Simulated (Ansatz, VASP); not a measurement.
## Be2Te: VASP beside Ansatz

```xyz
6
Lattice="5.8556 0.0000 0.0000 0.0000 5.8556 0.0000 0.0000 0.0000 3.7715" Properties=species:S:1:pos:R:3 pbc="T T T"
Be    1.7441    1.7441    0.0000
Be    1.1838    4.6719    1.8858
Be    4.1116    4.1116    0.0000
Be    4.6719    1.1838    1.8858
Te    0.0000    0.0000    0.0000
Te    2.9278    2.9278    1.8858
```

Alike in both runs: functional PBE; k mesh 6 × 6 × 10; occupations gaussian, width 0.1 eV; no spin polarisation.

Ansatz relaxed the structure, and its values are those at the end. VASP's run is a single point on that final structure, the one shown.

|  | VASP | Ansatz |
| --- | --- | --- |
| version | VASP 6.6.1 | Ansatz 0.2.0 |
| potentials or method | VASP PAW PBE potentials, release 64 (Be, Te) | scalar-relativistic, plane waves, PAW |
| plane-wave cutoff (eV) | 520 | 420 |
| valence electrons in the cell | 20 | 40 |

```csv
,VASP,Ansatz,Ansatz less VASP
gap on the k mesh at the Fermi level (eV),none,none,-
pressure (GPa),0.1,0.0,-0.13
```

A gap of «none» marks a metal or a gap that the smearing closes. The functional is the same, so the differences come from potentials, cutoffs and numerics. The two sets of potentials don't hold the same shells in valence.

Spin-orbit coupling is left out, which matters for the levels of Te.
